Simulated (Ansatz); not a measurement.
# Se: the cost of one run

Computed with Ansatz 0.2.0 (DFT PBE, scalar-relativistic, plane waves, PAW, unless a step's input says otherwise).

2 further runs of the same task are left out: 2 that didn't finish.

## Step 1: The starting structure

It takes space group Pm-3m (No. 221, cubic). Conventional cell: a = 2.811 Å, b = 2.811 Å, c = 2.811 Å, α = 90.00°, β = 90.00°, γ = 90.00°. Se (site symmetry m-3m) has 6 Se at 2.81 Å as nearest neighbours.

Coordinates:

```xyz
1
Lattice="2.8106 0.0000 0.0000 0.0000 2.8106 0.0000 0.0000 0.0000 2.8106" Properties=species:S:1:pos:R:3 pbc="T T T"
Se    0.0000    0.0000    0.0000
```

The structure comes from the Materials Project (structure only).

## Step 2: A distortion that keeps the symmetry

What differs from the listed cell: strain xx, yy, zz, yz, xz, xy = +2.9, +2.9, +2.9, +0.0, +0.0, +0.0 %.

File input.yaml:

```yaml
crystal:
  lattice:
    - [2.8932778897, 0.0, 0.0]
    - [0.0, 2.8932778897, 0.0]
    - [0.0, 0.0, 2.8932778897]
  atoms:
    - { symbol: Se, position: [0.0, 0.0, 0.0] }
basis:
  ecutwfc: 420
kpoints:
  mp_grid: { grid: [14, 14, 14] }
hamiltonian:
  xc: pbe
scf:
  occupations: { method: gaussian, width: 0.1 }
output:
  forces: true
  stress: true
  eigenvalues: true
  write_density: true
  write_potential: true
  elf: true
  volumetric_format: npy
```

Launch:

```sh
$ ansatz run input.yaml --threads 1 --pin off --max-ram 1331MiB --backend cpu --events-out ev --progress --plain --runs-dir out
```

**Question.** How long does this run take on 1 thread of an x86-64 CPU, shared host, and how much memory does it need?

About 5.2 s, with a peak of 0.33 GiB.
